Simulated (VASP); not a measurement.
# PbS: self-consistent run, by functional and exact exchange

PbS, Fm-3m (no. 225), 2 atoms in the cell.

| Functional | Exact exchange | Pressure (GPa) | Gap on the mesh (eV) | Time (s) |
|---|---|---|---|---|
| O3LYP | 0.1161 | 3.23 | 1.186 | 77 |
| hAPBE | 0.2 | 1.58 | 1.259 | 46 |
| B3LYP | 0.2 | 4.38 | 1.403 | 53 |
| X3LYP | 0.218 | 4.21 | 1.475 | 54 |
| mPW1PW | 0.25 | 1.11 | 1.493 | 52 |
| HSE06 | 0.25 | 1.64 | 0.764 | 58 |
| APBE0 | 0.25 | 1.78 | 1.509 | 53 |
| HSE12s | 0.425 | 1.25 | 0.681 | 54 |

Limits: the k mesh is coarse, so the gap and the pressure can be far off.

## Input of the first row

INCAR.step1:
```
  PREC = Accurate
  ENCUT = 450
  EDIFF = 1E-5
  ISMEAR = 0
  SIGMA = 0.02
  LREAL = False
  LASPH = True
  ALGO = Normal
  NELM = 100
  ISIF = 2
  LWAVE = True
  LCHARG = False
  GGA = PE
```

INCAR.step2:
```
  PREC = Accurate
  ENCUT = 450
  EDIFF = 1E-6
  ISMEAR = 0
  SIGMA = 0.02
  LREAL = False
  LASPH = True
  ALGO = Normal
  NELM = 100
  ISIF = 2
  LWAVE = False
  LCHARG = False
  ISTART = 1
  LHFCALC = True
  AEXX = 0.1161
  PRECFOCK = Fast
  GGA = LIBXC
  LIBXC1 = HYB_GGA_XC_O3LYP
```

KPOINTS:
```
k-points
0
Gamma
  4 4 4
```

POSCAR:
```
PbS
1.0
    0.0000000000      2.9657500000      2.9657500000
    2.9657500000      0.0000000000      2.9657500000
    2.9657500000      2.9657500000      0.0000000000
Pb S
1 1
Direct
    0.0000000000      0.0000000000      0.0000000000
    0.5000000000      0.5000000000      0.5000000000
```

Commands (each step's output is kept before the next begins):
```
cat potpaw_PBE.64/Pb_d/POTCAR potpaw_PBE.64/S/POTCAR > POTCAR
cp INCAR.step1 INCAR
mpirun -np 1 vasp_std > vasp.out
cp INCAR.step2 INCAR
mpirun -np 1 vasp_std > vasp.out
```

Changes of the last row against the first:
```
(step 2)
- AEXX = 0.1161
- LIBXC1 = HYB_GGA_XC_O3LYP
+ AEXX = 0.425
+ LIBXC1 = HYB_GGA_XC_HSE12S
+ HFSCREEN = 0.408
```

VASP 6.6.1 took 77 s on 1 core (Intel Xeon 6975P-C (Granite Rapids)), a shared host.
